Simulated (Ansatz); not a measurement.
# CuO: band structure with PBEsol+U

CuO:

```xyz
2
Lattice="0.0000 2.1166 2.1166 2.1166 0.0000 2.1166 2.1166 2.1166 0.0000" Properties=species:S:1:pos:R:3 pbc="T T T"
Cu    1.9814    1.9843    0.1219
O     2.2518    2.2488    1.9946
```

The cell comes from a database or a generator and needn't be the stable form of this composition.

* Program: Ansatz 0.2.0
* Task: band structure
* Functional: PBEsol
* Potentials or basis: Ansatz PAW
* Cutoff: 420 eV (not typed: the program's choice for these potentials)
* k mesh: 11 × 11 × 11
* Occupations: fermi-dirac, width 0.05 eV
* Spin: no spin polarisation
* Hubbard terms: Cu d U = 5.3 eV
* Path: [["G", "X", "W", "K", "G", "L", "U", "W", "L", "K"], ["U", "X"]]
* Points for each segment of the path: 14
* Hubbard projectors: ortho-atomic (the default)
* Double counting: fll (the default)

```json
{
  "Pressure": "11.9 GPa",
  "Largest force": "1.121 eV/Å",
  "Band gap on the k mesh": "none (metal or under the smearing width)"
}
```

Forces in eV/Å, atoms in the order of the input:
```
Cu   0.733  0.677 -0.511
O   -0.733 -0.677  0.511
```

Stress tensor (GPa, compression positive):
```
13.39 -4.39  3.67
-4.39 12.55  3.48
 3.67  3.48  9.81
```

Levels at the corners of the path, in eV from the Fermi level:
```tsv
point	band 9	band 10	band 11	band 12	band 13	band 14	band 15	band 16	band 17	band 18
Γ	-3.62	-3.56	-0.48	-0.20	-0.16	2.16	17.59	18.89	19.01	19.57
X	-2.95	-2.89	-2.34	-1.52	-1.46	6.12	11.71	12.05	17.16	18.68
W	-2.95	-2.71	-2.31	-2.06	-0.49	8.10	11.49	11.57	14.81	22.71
K	-3.06	-2.83	-2.36	-1.28	-0.37	7.72	10.88	11.53	16.45	19.80
Γ	-3.62	-3.56	-0.48	-0.20	-0.16	2.16	17.59	18.89	19.01	19.57
L	-3.20	-3.11	-2.29	-0.22	0.52	7.17	9.89	15.48	15.88	20.61
U	-3.63	-3.01	-2.43	-1.94	-0.27	7.59	11.19	11.61	17.17	19.26
W	-2.95	-2.71	-2.31	-2.06	-0.49	8.10	11.49	11.57	14.81	22.71
L	-3.20	-3.11	-2.29	-0.22	0.52	7.17	9.89	15.48	15.88	20.61
K	-3.06	-2.83	-2.36	-1.28	-0.37	7.72	10.88	11.53	16.45	19.80
U	-3.63	-3.01	-2.43	-1.94	-0.27	7.59	11.19	11.61	17.17	19.26
X	-2.95	-2.89	-2.34	-1.52	-1.46	6.12	11.71	12.05	17.16	18.68
```

Eigenvalues of the final occupation matrices:
| site | spin | trace | eigenvalues |
| --- | --- | --- | --- |
| site 1 | 1 | 4.77 | 0.90 0.90 0.99 0.99 0.99 |

It took 19 s on 2 threads of Arm Neoverse V2, on a shared host, peak memory 0.58 GiB.

Caveat: the pressure holds a Pulay correction of +0.8 GPa for the finite cutoff; an odd number of electrons without spin polarisation forces a metal; a magnetic or distorted state may lie lower; the run has no spin polarisation, though such a crystal can be magnetic; U without spin polarisation on a metal has little footing; the PAW data sets come from PBE, with cores solved anew for the run's functional, which leaves a small shift of forces and pressure.
